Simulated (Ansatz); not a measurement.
# CrO2: the cost of one run

Computed with Ansatz 0.2.0 (DFT PBE, scalar-relativistic, plane waves, PAW, unless a step's input says otherwise).

### 1 The starting structure

The structure is tetragonal, space group P4_2/mnm (No. 136). The conventional cell has a = 4.409 Å, b = 4.409 Å, c = 2.914 Å, α = 90.00°, β = 90.00°, γ = 90.00°. Cr (site symmetry mmm) has 6 O at 1.89 to 1.91 Å as nearest neighbours. O (site symmetry m2m) is surrounded by 3 Cr at 1.89 to 1.91 Å.

Coordinates:

```xyz
6
Lattice="4.4092 0.0000 0.0000 0.0000 4.4092 0.0000 0.0000 0.0000 2.9139" Properties=species:S:1:pos:R:3 pbc="T T T"
Cr    0.0000    0.0000    1.4569
Cr    2.2046    2.2046    0.0000
O     0.8697    0.8697    0.0000
O     1.3349    3.0743    1.4569
O     3.5394    3.5394    0.0000
O     3.0743    1.3349    1.4569
```

(A quick probe on a coarse mesh, which set the mesh and smearing, is not shown.)

### 3 Rough relaxation on the coarse mesh

input.yaml reads:

```yaml
crystal:
  lattice:
    - [4.4091917702, 0.0, 0.0]
    - [0.0, 4.4091917702, 0.0]
    - [0.0, 0.0, 2.91388854]
  atoms:
    - { symbol: Cr, position: [0.0, 0.0, 0.5], spin: 1.9 }
    - { symbol: Cr, position: [0.5, 0.5, 0.0], spin: 1.9 }
    - { symbol: O, position: [0.19725701, 0.19725701, 0.0] }
    - { symbol: O, position: [0.30274299, 0.69725701, 0.5] }
    - { symbol: O, position: [0.80274299, 0.80274299, 0.0] }
    - { symbol: O, position: [0.69725701, 0.30274299, 0.5] }
basis:
  ecutwfc: 420
kpoints:
  mp_grid: { grid: [4, 4, 6] }
hamiltonian:
  xc: pbe
scf:
  occupations: { method: gaussian, width: 0.1 }
  lower_state_search: "off"
output:
  forces: true
  stress: true
  eigenvalues: true
  populations: true
magnetization:
  spin_polarized: true
relax:
  adjacent_minimum: "off"
  f_tol: 0.04
  max_steps: 70
  cell: { stress_tol: 0.4 }
```

Launch:

```
ansatz run input.yaml --threads 1 --pin off --max-ram 2560MiB --backend cpu --events-out ev --progress --plain --runs-dir out
```

**Question.** How long does this run take on 1 thread of Intel Xeon 6975P-C (Granite Rapids), shared host, and how much memory does it need?

About 12 s, with a peak of 0.41 GiB.
